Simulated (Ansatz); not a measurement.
# HRu28O: the cost of one run

Method: DFT r2SCAN, scalar-relativistic, plane waves, PAW, in Ansatz 0.2.0.

### 1 The system as given

Symmetry: P3m1, No. 156, trigonal system. Conventional cell: a = 5.412 Å, b = 5.412 Å, c = 30.246 Å, α = 90.00°, β = 90.00°, γ = 120.00°. Around Ru (site symmetry m) lie 9 Ru at 2.65 to 2.71 Å. Ru (site symmetry 3m) has 12 Ru at 2.65 to 2.71 Å as nearest neighbours. Around Ru (site symmetry m) lie 12 Ru at 2.65 to 2.71 Å. Ru (site symmetry m) is surrounded by 1 H at 1.88 Å and 1 O at 1.97 Å. Only part of the 16 independent sites is listed.

Coordinates:

```
CELL_PARAMETERS angstrom
5.41200 0.00000 0.00000
2.70600 4.68693 0.00000
0.00000 0.00000 30.24600
ATOMIC_POSITIONS crystal
Ru 0.00000 0.00000 0.28764
Ru 0.16667 0.16667 0.35843
Ru 0.00000 0.00000 0.42921
Ru 0.16667 0.16667 0.50000
Ru 0.00000 0.00000 0.57079
Ru 0.16667 0.16667 0.64157
Ru 0.00000 0.00000 0.71236
Ru 0.00000 0.50000 0.28764
Ru 0.16667 0.66667 0.35843
Ru 0.00000 0.50000 0.42921
Ru 0.16667 0.66667 0.50000
Ru 0.00000 0.50000 0.57079
Ru 0.16667 0.66667 0.64157
Ru 0.00000 0.50000 0.71236
Ru 0.50000 0.00000 0.28764
Ru 0.66667 0.16667 0.35843
Ru 0.50000 0.00000 0.42921
Ru 0.66667 0.16667 0.50000
Ru 0.50000 0.00000 0.57079
Ru 0.66667 0.16667 0.64157
Ru 0.50000 0.00000 0.71236
Ru 0.50000 0.50000 0.28764
Ru 0.66667 0.66667 0.35843
Ru 0.50000 0.50000 0.42921
Ru 0.66667 0.66667 0.50000
Ru 0.50000 0.50000 0.57079
Ru 0.66667 0.66667 0.64157
Ru 0.50000 0.50000 0.71236
O 0.16667 0.16667 0.75203
H 0.83333 0.83333 0.74707
```

### 2 Relaxing the atoms: HRu28O slab, no spin

Contents of input.yaml:

```yaml
crystal:
  lattice:
    - [5.412, 0.0, 0.0]
    - [2.706, 4.6869294853, 0.0]
    - [0.0, 0.0, 30.246]
  atoms:
    - { symbol: Ru, position: [0.0, 0.0, 0.287641341] }
    - { symbol: Ru, position: [0.1666666667, 0.1666666667, 0.3584275607] }
    - { symbol: Ru, position: [0.0, 0.0, 0.4292137803] }
    - { symbol: Ru, position: [0.1666666667, 0.1666666667, 0.5] }
    - { symbol: Ru, position: [0.0, 0.0, 0.5707862197] }
    - { symbol: Ru, position: [0.1666666667, 0.1666666667, 0.6415724393] }
    - { symbol: Ru, position: [0.0, 0.0, 0.712358659] }
    - { symbol: Ru, position: [0.0, 0.5, 0.287641341] }
    - { symbol: Ru, position: [0.1666666667, 0.6666666667, 0.3584275607] }
    - { symbol: Ru, position: [0.0, 0.5, 0.4292137803] }
    - { symbol: Ru, position: [0.1666666667, 0.6666666667, 0.5] }
    - { symbol: Ru, position: [0.0, 0.5, 0.5707862197] }
    - { symbol: Ru, position: [0.1666666667, 0.6666666667, 0.6415724393] }
    - { symbol: Ru, position: [0.0, 0.5, 0.712358659] }
    - { symbol: Ru, position: [0.5, 0.0, 0.287641341] }
    - { symbol: Ru, position: [0.6666666667, 0.1666666667, 0.3584275607] }
    - { symbol: Ru, position: [0.5, 0.0, 0.4292137803] }
    - { symbol: Ru, position: [0.6666666667, 0.1666666667, 0.5] }
    - { symbol: Ru, position: [0.5, 0.0, 0.5707862197] }
    - { symbol: Ru, position: [0.6666666667, 0.1666666667, 0.6415724393] }
    - { symbol: Ru, position: [0.5, 0.0, 0.712358659] }
    - { symbol: Ru, position: [0.5, 0.5, 0.287641341] }
    - { symbol: Ru, position: [0.6666666667, 0.6666666667, 0.3584275607] }
    - { symbol: Ru, position: [0.5, 0.5, 0.4292137803] }
    - { symbol: Ru, position: [0.6666666667, 0.6666666667, 0.5] }
    - { symbol: Ru, position: [0.5, 0.5, 0.5707862197] }
    - { symbol: Ru, position: [0.6666666667, 0.6666666667, 0.6415724393] }
    - { symbol: Ru, position: [0.5, 0.5, 0.712358659] }
    - { symbol: O, position: [0.1666666667, 0.1666666667, 0.7520333267] }
    - { symbol: H, position: [0.8333333333, 0.8333333333, 0.7470739933] }
scf:
  occupations: { method: gaussian, width: 0.1 }
output:
  forces: true
  stress: false
  efg: {}
  write_density: true
  write_potential: true
  elf: true
  volumetric_format: npy
hamiltonian:
  xc: r2scan
efield:
  axis: 3
  dipole_correction: true
kpoints:
  mp_grid: { grid: [8, 8, 1] }
relax:
  f_tol: 0.01
```

Command:

```bash
> ansatz run input.yaml --threads 8 --pin off --max-ram 20480MiB --backend cpu --events-out ev --progress --plain --runs-dir out
```

Q: Estimate wall time and peak memory on 8 threads of Intel Xeon Platinum 8488C (Sapphire Rapids), shared host.

About 4.1 min, with a peak of 12 GiB.
